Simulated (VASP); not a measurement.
SnO2 (Cassiterite): relaxation of cell and atoms with PBE

Crystal: SnO2 (Cassiterite).

```xyz
6
Lattice="4.8303 0.0000 0.0000 0.0000 4.8303 0.0000 0.0000 0.0000 3.2433" Properties=species:S:1:pos:R:3 pbc="T T T"
Sn    0.0000    0.0000    0.0000
Sn    2.4152    2.4152    1.6216
O     1.4809    1.4809    0.0000
O     0.9343    3.8960    1.6216
O     3.3495    3.3495    0.0000
O     3.8960    0.9343    1.6216
```

```
Program                : VASP 6.6.1
Task                   : relaxation of cell and atoms
Functional             : PBE
Potentials or basis    : VASP PAW PBE potentials, release 64 (Sn_d, O)
Cutoff                 : 600 eV
k mesh                 : 6 × 6 × 8
Occupations            : gaussian, width 0.03 eV
Spin                   : no spin polarisation
Further INCAR settings : ALGO = Normal; EDIFF = 1e-07; IBRION = 2; EDIFFG = -0.005; NSW = 90; ISIF = 3
```

```json
{"Relaxed volume": "12.60 Å³/atom", "Relaxed cell": "a = 4.829 Å, b = 4.829 Å, c = 3.242 Å, α = 90.00°, β = 90.00°, γ = 90.00°", "Space group after relaxing (to 0.05 Å)": "P4_2/mnm (No. 136)", "Energy gained by relaxing": "0.0 meV/atom", "Ionic steps": "3", "Pressure after relaxing": "0.0 GPa", "Largest force after relaxing": "0.005 eV/Å", "Band gap on the k mesh": "0.64 eV, direct"}
```

Forces in eV/Å, atoms in the order of the input:
```
Sn   0.000  0.000  0.000
Sn   0.000  0.000  0.000
O   -0.003 -0.003  0.000
O    0.003 -0.003  0.000
O    0.003  0.003  0.000
O   -0.003  0.003  0.000
```

Final structure:
```xyz
6
Lattice="4.8294 0.0000 0.0000 0.0000 4.8294 0.0000 0.0000 0.0000 3.2422" Properties=species:S:1:pos:R:3 pbc="T T T"
Sn    0.0000    0.0000    0.0000
Sn    2.4147    2.4147    1.6211
O     1.4805    1.4805    0.0000
O     0.9342    3.8952    1.6211
O     3.3489    3.3489    0.0000
O     3.8952    0.9342    1.6211
```

Levels at points of the mesh, in eV from the valence-band top:
```csv
k point,band 23,band 24,band 25,band 26,band 27,band 28,band 29,band 30
"(0.00, 0.00, 0.00)",-1.26,-0.74,-0.74,0.00,0.64,5.66,6.04,6.04
"(0.50, 0.00, 0.00)",-1.21,-1.21,-0.60,-0.60,3.86,3.86,6.79,6.79
"(0.50, 0.50, 0.00)",-1.33,-1.33,-0.85,-0.85,4.25,4.25,7.13,7.13
"(0.00, 0.00, 0.50)",-1.52,-1.52,-1.18,-1.18,5.56,5.56,9.35,9.35
"(0.50, 0.00, 0.50)",-1.01,-1.01,-0.75,-0.75,5.82,5.82,7.59,7.59
"(0.50, 0.50, 0.50)",-0.91,-0.91,-0.78,-0.78,4.33,4.33,8.60,8.60
```

It took 70 s on 2 MPI ranks on Intel(R) Xeon(R) 6975P-C (Granite Rapids) (shared host), peak memory 0.27 GiB a rank.

Caveat: spin-orbit coupling is left out, which moves the levels of the heavy elements.
